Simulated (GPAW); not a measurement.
# W (Im-3m) in GPAW: reference runs

How does W come out in PBEsol? The cell is run as given and disturbed.

Program: GPAW 26.7.0. These are calculated values, not measurements. Logs are shortened: lines on timing, memory, paths and dates and some standing lists are left out, and cuts for length are marked. The log counts tension as positive stress, the text compression.

**1. Starting point**

Symmetry: Im-3m, No. 229, cubic system. The conventional cell has a = 3.165 Å, b = 3.165 Å, c = 3.165 Å, α = 90.00°, β = 90.00°, γ = 90.00°. W (site symmetry m-3m) has 8 W at 2.74 Å as nearest neighbours.

**2. Single point, PBEsol**

The input, run.py:

```python
from ase import Atoms
from ase.dft.bandgap import bandgap
from ase.io import write
from ase.units import GPa
from gpaw import GPAW, PW, setup_paths

setup_paths.insert(0, '.')

atoms = Atoms(['W'],
              cell=[[-1.582345, 1.582345, 1.582345],
                    [1.582345, -1.582345, 1.582345],
                    [1.582345, 1.582345, -1.582345]],
              scaled_positions=[[0.0, 0.0, 0.0]],
              pbc=True)

calc = GPAW(mode=PW(600),
            xc='PBEsol',
            kpts={'size': (12, 12, 12), 'gamma': True},
            occupations={'name': 'fermi-dirac', 'width': 0.05},
            nbands=16,
            convergence={'density': 1e-05, 'energy': 1e-05},
            maxiter=150,
            txt='gpaw.txt')
atoms.calc = calc
energy = atoms.get_potential_energy()
forces = atoms.get_forces()
stress = atoms.get_stress()
calc.write('gs.gpw')
write('result.traj', atoms)
print(f'Energy: {energy:.6f} eV')
print('Forces (eV/A):')
print(forces.round(4))
print('Stress (GPa):', (stress / GPa).round(3))
print('Fermi level:', round(calc.get_fermi_level(), 4), 'eV')
print(f'Gap: {bandgap(calc)[0]:.4f} eV, direct: {bandgap(calc, direct=True)[0]:.4f} eV')
```

Potentials or basis: PAW data sets generated in the run's folder for this functional, pw.

Launch:

```sh
> gpaw-setup -f PBEsol W
> OMP_NUM_THREADS=1 python run.py
```

gpaw.txt:

```text
__  _  _
 | _ |_)|_||  |
 |__||  | ||/\| - 26.7.0

Input parameters:
  mode=PW(ecut=600.0),
  convergence={'density': 1e-05, 'energy': 1e-05},
  kpts=MonkhorstPack(size=(12, 12, 12), gamma=True),
  maxiter=150,
  nbands=16,
  occupations=Occupations(name='fermi-dirac', width=0.05),
  xc=XC(name='PBEsol')

Diagonalizing LCAO Hamiltonian
Converting LCAO to pw mode

       W

Atoms  # Å, Bohr magnetons
|   | symbol |        x |        y |        z |    initial magnetic moments |
|---|--------|----------|----------|----------|-----------------------------|
| 0 |      W | 0.000000 | 0.000000 | 0.000000 | ( 0.0000,  0.0000,  0.0000) |

Unit cell  # Å
| periodic |         x |         y |         z |  lengths |     angles |
|----------|-----------|-----------|-----------|----------|------------|
|      yes | -1.582345 |  1.582345 |  1.582345 | 2.740702 | 109.471221 |
|      yes |  1.582345 | -1.582345 |  1.582345 | 2.740702 | 109.471221 |
|      yes |  1.582345 |  1.582345 | -1.582345 | 2.740702 | 109.471221 |

Number of symmetries: 48
Symmetry operations  # r_c * U_cc + t_c -> r_c
|    | kind |            matrix            |
|----|------|------------------------------|
|  0 |  σ   |  1, 1, 1,  0, 0,-1,  0,-1, 0 |
|  1 |  C4  |  1, 1, 1,  0, 0,-1, -1, 0, 0 |
|  2 |  C2  |  1, 1, 1,  0,-1, 0,  0, 0,-1 |
|  3 |  S6  |  1, 1, 1,  0,-1, 0, -1, 0, 0 |
|  4 |  S6  |  1, 1, 1, -1, 0, 0,  0, 0,-1 |
|  5 |  C4  |  1, 1, 1, -1, 0, 0,  0,-1, 0 |
|  6 |  E   |  1, 0, 0,  0, 1, 0,  0, 0, 1 |
|  7 |  σ   |  1, 0, 0,  0, 1, 0, -1,-1,-1 |
|  8 |  σ   |  1, 0, 0,  0, 0, 1,  0, 1, 0 |
|  9 |  C3  |  1, 0, 0,  0, 0, 1, -1,-1,-1 |
| 10 |  C3  |  1, 0, 0, -1,-1,-1,  0, 1, 0 |
| 11 |  σ   |  1, 0, 0, -1,-1,-1,  0, 0, 1 |
| 12 |  σ   |  0, 1, 0,  1, 0, 0,  0, 0, 1 |
| 13 |  C2  |  0, 1, 0,  1, 0, 0, -1,-1,-1 |
| 14 |  C3  |  0, 1, 0,  0, 0, 1,  1, 0, 0 |
| 15 |  S4  |  0, 1, 0,  0, 0, 1, -1,-1,-1 |
| 16 |  S4  |  0, 1, 0, -1,-1,-1,  1, 0, 0 |
| 17 |  C3  |  0, 1, 0, -1,-1,-1,  0, 0, 1 |
| 18 |  C3  |  0, 0, 1,  1, 0, 0,  0, 1, 0 |
| 19 |  S4  |  0, 0, 1,  1, 0, 0, -1,-1,-1 |
| 20 |  σ   |  0, 0, 1,  0, 1, 0,  1, 0, 0 |
| 21 |  C3  |  0, 0, 1,  0, 1, 0, -1,-1,-1 |
| 22 |  C2  |  0, 0, 1, -1,-1,-1,  1, 0, 0 |
| 23 |  S4  |  0, 0, 1, -1,-1,-1,  0, 1, 0 |
| 24 |  C4  |  0, 0,-1,  1, 1, 1,  0,-1, 0 |
| 25 |  σ   |  0, 0,-1,  1, 1, 1, -1, 0, 0 |
| 26 |  S6  |  0, 0,-1,  0,-1, 0,  1, 1, 1 |
| 27 |  C2  |  0, 0,-1,  0,-1, 0, -1, 0, 0 |
| 28 |  C4  |  0, 0,-1, -1, 0, 0,  1, 1, 1 |
| 29 |  S6  |  0, 0,-1, -1, 0, 0,  0,-1, 0 |
| 30 |  S6  |  0,-1, 0,  1, 1, 1,  0, 0,-1 |
| 31 |  C4  |  0,-1, 0,  1, 1, 1, -1, 0, 0 |
| 32 |  C4  |  0,-1, 0,  0, 0,-1,  1, 1, 1 |
| 33 |  S6  |  0,-1, 0,  0, 0,-1, -1, 0, 0 |
| 34 |  σ   |  0,-1, 0, -1, 0, 0,  1, 1, 1 |
| 35 |  C2  |  0,-1, 0, -1, 0, 0,  0, 0,-1 |
| 36 |  C2  | -1, 0, 0,  1, 1, 1,  0, 0,-1 |
| 37 |  S6  | -1, 0, 0,  1, 1, 1,  0,-1, 0 |
| 38 |  S6  | -1, 0, 0,  0, 0,-1,  1, 1, 1 |
| 39 |  C2  | -1, 0, 0,  0, 0,-1,  0,-1, 0 |
| 40 |  C2  | -1, 0, 0,  0,-1, 0,  1, 1, 1 |
| 41 |  i   | -1, 0, 0,  0,-1, 0,  0, 0,-1 |
| 42 |  S4  | -1,-1,-1,  1, 0, 0,  0, 1, 0 |
| 43 |  C3  | -1,-1,-1,  1, 0, 0,  0, 0, 1 |
| 44 |  C3  | -1,-1,-1,  0, 1, 0,  1, 0, 0 |
| 45 |  σ   | -1,-1,-1,  0, 1, 0,  0, 0, 1 |
| 46 |  S4  | -1,-1,-1,  0, 0, 1,  1, 0, 0 |
| 47 |  C2  | -1,-1,-1,  0, 0, 1,  0, 1, 0 |

BZ-sampling:
  Number of BZ points: 1728
  Number of IBZ points: 72

  Monkhorst-Pack size: [12, 12, 12]
  Monkhorst-Pack shift: [0.041666666666666664, 0.041666666666666664, 0.041666666666666664]

K-points  # in reciprocal-cell coordinates
|     |                                coordinates |     weight |
|-----|--------------------------------------------|------------|
|   0 | ( -0.00000000,  -0.00000000,  -0.00000000) | 0.00057870 |
|   1 | (  0.08333333,  -0.00000000,  -0.00000000) | 0.00694444 |
|   2 | (  0.08333333,   0.08333333,  -0.08333333) | 0.00347222 |
|   3 | (  0.16666667,  -0.00000000,  -0.08333333) | 0.01388889 |
|   4 | (  0.16666667,  -0.00000000,  -0.00000000) | 0.00694444 |
|   5 | (  0.16666667,   0.08333333,  -0.08333333) | 0.01388889 |
|   6 | (  0.16666667,   0.16666667,  -0.16666667) | 0.00347222 |
|   7 | (  0.25000000,  -0.08333333,  -0.08333333) | 0.00462963 |
|   8 | (  0.25000000,  -0.00000000,  -0.08333333) | 0.02777778 |
|   9 | (  0.25000000,  -0.00000000,  -0.00000000) | 0.00694444 |
| ... |                                            |            |
|  71 | (  0.50000000,   0.50000000,   0.50000000) | 0.00057870 |

Plane wave coefficients: 543
Cutoff: 600.0 eV

Spin-components: 1 (collinear spins)
Bands:           16
Projectors:      6
Spin-degeneracy: 2
Datatype:        complex128

Parallelization:
  kpt:    1
  domain: 1
  band:   1

Density:
  Valence electrons: 14.0
  Components: 1
  Grid points: [16 16 16]
  Charge: 0.0  # |e|

Potential:
  Grid points: [16 16 16]

species:
  W:
    name:    Tungsten
    Z:       74.0
    valence: 14
    core:    60
    charge:  0.0  # [|e|]
    compensation charges:
      type: gauss
      rc: 0.40  # [Å]
      lmax: 2
    cutoffs:
      filter: 2.36  # [Å]
      core: 3.02  # [Å]
    projectors
    | kind |    occ | energy [eV] | rcut [Å] |
    |------|--------|-------------|----------|
    |   5s |  2.000 |     -78.864 |    1.344 |
    |   6s |  2.000 |      -5.730 |    1.344 |
    |   5p |  6.000 |     -43.252 |    1.355 |
    |   6p |  0.000 |      -1.338 |    1.355 |
    |   5d |  4.000 |      -4.526 |    1.228 |
    |    d |        |      22.686 |    1.228 |

    Using partial waves for W as LCAO basis

Reference energy: -438642.771174  # eV

eigensolver:
[... 26 lines left out ...]
convergence criteria:
- Maximum integral of absolute [dens]ity change: 1e-05 electrons / valence electron
- Maximum [total energy] change in last 3 cyles: 1e-05 eV / valence electron
- Maximum integral of absolute [eigenst]ate change: 4e-08 eV^2 / valence electron
maximum number of iterations: 150

SCF iterations
|iter     | |      energy | eigst |  dens |
|---------|-|-------------|-------|-------|
|iter:   1| |  -12.665651 | -0.15 |       |
|iter:   2| |  -12.625067 | -3.31 | -1.22 |
|iter:   3| |  -12.416386 | -2.19 | -1.25 |
|iter:   4| |  -12.417737 | -3.88 | -1.96 |
|iter:   5| |  -12.418437 | -5.01 | -2.35 |
|iter:   6| |  -12.418433 | -6.85 | -3.83 |
|iter:   7| |  -12.418434c| -8.46c| -4.22 |
|iter:   8| |  -12.418434c| -8.39c| -5.14c|

Converged in 8 steps
Energy contributions relative to reference atoms: (reference = -438642.771174)

Energy contributions:
  Kinetic:           4.943752
  Coulomb:          -6.730066
  Zero:             -0.031510
  External:          0.000000
  Xc:              -10.598155
  Entropy:          -0.004908
  Spinorbit:         0.000000
  ----------------------------
  Free energy:     -12.420888
  Extrapolated:    -12.418434

dipole moment: (-5.911855, -5.911855, -5.911855)  # |e|*Ang

Fermi level: 14.371
Eigenvalues  # (at kpt = [-0.000, -0.000, -0.000])
| band index |      eig [eV] | occ [0-2] |
|------------|---------------|-----------|
|          0 |       -59.488 |     2.000 |
|          1 |       -23.308 |     2.000 |
|          2 |       -23.308 |     2.000 |
|          3 |       -23.308 |     2.000 |
|          4 |         4.864 |     2.000 |
|          5 |        13.226 |     2.000 |
[... 8 lines left out ...]
|         14 |        41.306 |     0.000 |
|         15 |        44.343 |     0.000 |

No gap
No difference between direct/indirect transitions

Forces  # eV/Ang
|       x |       y |       z |
|---------|---------|---------|
| 0.00000 | 0.00000 | 0.00000 |  # W    0

Stress tensor  # eV/Ang^3
|        x |        y |        z |
|----------|----------|----------|
| 0.020486 | 0.000000 | 0.000000 |
| 0.000000 | 0.020486 | 0.000000 |
| 0.000000 | 0.000000 | 0.020486 |

# Writing to gs.gpw (mode='')
```

Wall time 14 s (1 thread of Arm Neoverse V1, shared host); peak memory 0.14 GiB.

What came out:

| Quantity | Value |
| --- | --- |
| Free energy | -12.4209 eV |
| Pressure | -3.3 GPa |
| Band gap on the k mesh | none (metal or under the smearing width) |

Levels at points of the mesh, in eV from the Fermi level:
```
           k point  band 3  band 4  band 5  band 6  band 7  band 8  band 9  band 10  band 11  band 12
(0.00, 0.00, 0.00)  -37.68  -37.68   -9.51   -1.15   -1.15   -1.15    2.30     2.30    14.90    14.90
(0.50, 0.50, 0.00)  -38.10  -37.69   -6.17   -3.47    0.78    2.21    3.18     6.25    11.17    11.72
(0.50, 0.50, 0.50)  -38.57  -38.57   -5.75   -5.75    5.26    5.26    5.26     8.36     8.36     8.36
```

The run has no spin-orbit coupling, so splittings on W are missing.

**3. Single point, PBEsol (cell strained at random at fixed volume)**

Edit run.py of step 2 so:

```diff
@@ -9,6 +9,6 @@
 atoms = Atoms(['W'],
-              cell=[[-1.582345, 1.582345, 1.582345],
-                    [1.582345, -1.582345, 1.582345],
-                    [1.582345, 1.582345, -1.582345]],
-              scaled_positions=[[0.0, 0.0, 0.0]],
+              cell=[[-1.544801, 1.615076, 1.631025],
+                    [1.571146, -1.545247, 1.587541],
+                    [1.545696, 1.546143, -1.561196]],
+              scaled_positions=[[0.010931, 0.007703, 0.022973]],
               pbc=True)
```

Potentials or basis: PAW data sets generated in the run's folder for this functional, pw.

Launch:

```sh
> gpaw-setup -f PBEsol W
> OMP_NUM_THREADS=1 python run.py
```

gpaw.txt:

```text
__  _  _
 | _ |_)|_||  |
 |__||  | ||/\| - 26.7.0

Input parameters:
  mode=PW(ecut=600.0),
  convergence={'density': 1e-05, 'energy': 1e-05},
  kpts=MonkhorstPack(size=(12, 12, 12), gamma=True),
  maxiter=150,
  nbands=16,
  occupations=Occupations(name='fermi-dirac', width=0.05),
  xc=XC(name='PBEsol')

Diagonalizing LCAO Hamiltonian
Converting LCAO to pw mode

       W

Atoms  # Å, Bohr magnetons
|   | symbol |        x |        y |         z |    initial magnetic moments |
|---|--------|----------|----------|-----------|-----------------------------|
| 0 |      W | 0.030726 | 0.041271 | -0.005808 | ( 0.0000,  0.0000,  0.0000) |

Unit cell  # Å
| periodic |         x |         y |         z |  lengths |     angles |
|----------|-----------|-----------|-----------|----------|------------|
|      yes | -1.544801 |  1.615076 |  1.631025 | 2.766789 | 109.529476 |
|      yes |  1.571146 | -1.545247 |  1.587541 | 2.715985 | 109.139457 |
|      yes |  1.545696 |  1.546143 | -1.561196 | 2.686460 | 108.091049 |

Number of symmetries: 1
Symmetry operations  # r_c * U_cc + t_c -> r_c
|   | kind |            matrix            |
[... 119 lines left out ...]
|iter:   7| |  -12.396110c| -8.67c| -4.22 |
|iter:   8| |  -12.396110c| -8.38c| -5.02c|

Converged in 8 steps
Energy contributions relative to reference atoms: (reference = -438642.771174)

Energy contributions:
  Kinetic:           5.026671
  Coulomb:          -6.750405
  Zero:             -0.032218
  External:          0.000000
  Xc:              -10.638033
  Entropy:          -0.004251
  Spinorbit:         0.000000
  ----------------------------
  Free energy:     -12.398236
  Extrapolated:    -12.396110

dipole moment: (-5.607419, -5.669531, -6.233814)  # |e|*Ang

Fermi level: 14.410
Eigenvalues  # (at kpt = [-0.000, -0.000, -0.000])
| band index |      eig [eV] | occ [0-2] |
|------------|---------------|-----------|
|          0 |       -59.479 |     2.000 |
|          1 |       -23.379 |     2.000 |
|          2 |       -23.288 |     2.000 |
|          3 |       -23.222 |     2.000 |
|          4 |         4.866 |     2.000 |
|          5 |        12.871 |     2.000 |
[... 8 lines left out ...]
|         14 |        41.713 |     0.000 |
|         15 |        43.062 |     0.000 |

No gap
No difference between direct/indirect transitions

Forces  # eV/Ang
|       x |        y |        z |
|---------|----------|----------|
| 0.00000 | -0.00000 | -0.00000 |  # W    0

Stress tensor  # eV/Ang^3
|         x |         y |        z |
|-----------|-----------|----------|
| -0.015754 | -0.003759 | 0.012971 |
| -0.003759 |  0.019816 | 0.037523 |
|  0.012971 |  0.037523 | 0.053421 |

# Writing to gs.gpw (mode='')
```

stdout:

```text
Energy: -12.396110 eV
Forces (eV/A):
[[ 0. -0. -0.]]
Stress (GPa): [-2.524  3.175  8.559  6.012  2.078 -0.602]
Fermi level: 14.4105 eV
Gap: 0.0000 eV, direct: 0.0000 eV
```

Wall time 1.7 min (1 thread of Arm Neoverse V1, shared host); peak memory 0.32 GiB.

Results:

```
Free energy            : -12.3982 eV
Pressure               : -3.1 GPa
Band gap on the k mesh : none (metal or under the smearing width)
```

Levels at points of the mesh, in eV from the Fermi level:
```csv
k point,band 5,band 6,band 7,band 8,band 9,band 10
"(0.00, 0.00, 0.00)",-9.54,-1.54,-1.39,-0.65,2.09,2.53
"(0.00, 0.00, 0.50)",-6.20,-3.73,0.88,2.46,3.30,6.17
"(0.00, 0.50, 0.00)",-6.22,-3.55,0.60,2.21,3.34,6.03
"(0.00, 0.50, 0.50)",-6.18,-3.19,0.99,1.61,2.65,6.49
"(0.50, 0.00, 0.00)",-6.25,-3.43,0.27,2.19,3.39,5.87
"(0.50, 0.00, 0.50)",-6.19,-3.46,0.88,1.98,3.08,6.27
"(0.50, 0.50, 0.00)",-6.20,-3.75,0.88,2.48,3.32,6.25
"(0.50, 0.50, 0.50)",-5.82,-5.76,4.66,5.27,5.72,7.77
```
